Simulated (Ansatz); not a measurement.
## Ideal shear of a crystal plane in C

The calculation used DFT PBE, scalar-relativistic, plane waves, PAW (Ansatz 0.2.0). The runs took a 420 eV cutoff, a Γ-centred 10×10×2 mesh and Gaussian smearing (0.05 eV). No spin polarisation. Energies are free energies at this smearing, counted from the undisturbed cell; pressure is positive in compression.

The undisturbed cell (as given, not relaxed at this level; it stands at 1.7 GPa):

```
C
1.0
     1.78340   -1.78340    0.00000
     1.78340    0.00000   -1.78340
     7.13360    7.13360    7.13360
C
12
Direct
  0.66667 0.66667 0.27087
  0.00000 0.00000 0.10420
  0.33333 0.33333 0.43753
  0.66667 0.66667 0.77087
  0.00000 0.00000 0.60420
  0.33333 0.33333 0.93753
  0.66667 0.66667 0.39587
  0.00000 0.00000 0.22920
  0.33333 0.33333 0.56253
  0.66667 0.66667 0.89587
  0.00000 0.00000 0.72920
  0.33333 0.33333 0.06253
```

The cut lies on the cell's a–b face, a (1 1 1) plane (indices in the standard cell, whose axes needn't be the Cartesian ones shown) of area 5.51 Å², between layers 1.54 Å apart. Vector c is tilted by f times 1·a + 1·b (length 4.368 Å) with the atoms' Cartesian places fixed: one unrelaxed fault a cell. The traction is dγ/du, the slope of γ against the slip u in Å.

```
     f  γ (mJ/m²) traction (GPa)
0.0000          0             0.0
0.0833       1616            89.0
0.1667       6305           162.7
0.2500      12785           180.0
0.3333      17441             0.1
0.4167      14367           -96.7
0.5000      11643           -48.7
0.5833      10776            -2.0
0.6667      10971             0.1
0.7500       9916           -69.5
0.8333       5597          -134.3
0.9167       1521           -81.3
```

Question: Read off the first barrier and the stress needed to climb it, and compare with Frenkel's sinusoid.

Answer: The first sampled maximum lies at f = 0.333, a slip of 1.46 Å, with γ ≈ 17441 mJ/m², which stands in for the unstable fault energy γ_us, and the steepest sampled slope before it is 180.0 GPa. A sinusoid γ = γ_us sin²(πu/λ) with its maximum there has λ = 2.91 Å and a largest slope πγ_us/λ = 188.2 GPa (1 mJ/m² per Å = 0.01 GPa). The stand-in is too high: a rotation axis of order three or more passes through this point, so the curvature is the same in every direction of the plane and the point is a peak of the γ-surface, which slip goes round.

Question: Is there a metastable fault on this line?

Answer: The samples dip to a local minimum of 10776 mJ/m² at f = 0.583. It lies off the rotation axes, between two maxima that lie on them, so it is most likely the pass between two peaks of the γ-surface: a saddle for slip across the line, a better estimate of γ_us, and no metastable fault.

The cut is rigid; relaxing the faces lowers these energies and usually the stresses. The start isn't at rest at this level: it stands under 1.7 GPa with forces up to 0.00 eV/Å, so these aren't the figures of the relaxed crystal.

The gap closes along the scan, which can put kinks into the curve.